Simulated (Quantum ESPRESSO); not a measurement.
Crystal: O.

```
O
1.0
     2.85140   -1.66242    0.00000
     2.85140    1.66242    0.00000
    -2.39449    0.00000    3.64705
O
2
Direct
  0.97455 0.97455 0.84443
  0.02545 0.02545 0.15557
```

- Program: Quantum ESPRESSO 7.5
- Task: single point
- Functional: PBE
- Potentials or basis: SSSP 1.3 efficiency PBE
- Cutoff: 748 eV
- Density cutoff: 5987 eV
- k mesh: 10 × 10 × 7
- Occupations: fermi-dirac, width 0.05 eV
- Spin: no spin polarisation

On this cell: pressure -1.8 GPa; largest force 0.166 eV/Å; band gap on the k mesh none (metal or under the smearing width).

The same run follows on a disturbed copy (atoms moved at random, drawn with an rms of 0.05 Å):

```
O
1.0
     2.85140   -1.66242    0.00000
     2.85140    1.66242    0.00000
    -2.39449    0.00000    3.64705
O
2
Direct
  0.97599 0.97814 0.83922
  0.00632 0.04506 0.16634
```

Task: What does the disturbed cell give?

Result: The energy (extrapolated to zero smearing) moves by +83.9 meV/atom; pressure -9.6 GPa; largest force 3.994 eV/Å; band gap on the k mesh none (metal or under the smearing width).

Forces on the atoms (eV/Å):
```
O   -1.661  0.221  3.626
O    1.661 -0.221 -3.626
```

Stress tensor (GPa, compression positive):
```
 -3.10   0.42   9.07
  0.42  -3.00  -1.09
  9.07  -1.09 -22.78
```

Caveats: spin is off for a triplet molecule.
